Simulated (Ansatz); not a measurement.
CdO (Monteponite):

```
Cd O
1.0
     0.00000    2.34950    2.34950
     2.34950    0.00000    2.34950
     2.34950    2.34950    0.00000
Cd O
1 1
Cartesian
  0.0000 0.0000 0.0000
  2.3495 2.3495 2.3495
```

Base run:

| Item | Value |
| --- | --- |
| Program | Ansatz 0.2.0 |
| Functional | PBE0 |
| Potentials or basis | Ansatz PAW |
| Cutoff | 420 eV (not typed: the program's choice for these potentials) |
| k mesh | 6 × 6 × 6 |
| Occupations | fermi-dirac, width 0.05 eV |
| Spin | no spin polarisation |

Its results: band gap on the k mesh 1.58 eV, indirect (least direct gap 2.96 eV); pressure 0.5 GPa.

The run is repeated on the same cell with these changes: k mesh from 6 × 6 × 6 to 5 × 5 × 5; spin from no spin polarisation to spin-orbit coupling, no magnetisation; potential files from those of the base run to others of the same set. What comes out?

Band gap on the k mesh 1.72 eV, indirect (least direct gap 2.96 eV); pressure 0.5 GPa.

Several settings changed at once, so the effect can't be laid on one alone.

Caveats: some runs use coarse meshes; the PAW data sets come from PBE, with cores solved anew for the run's functional, which leaves a small shift of forces and pressure; the thresholds are loose for stress; odd divisions of the mesh miss points on the zone boundary, where band edges often lie, so the gap on the mesh can be too wide (some runs).
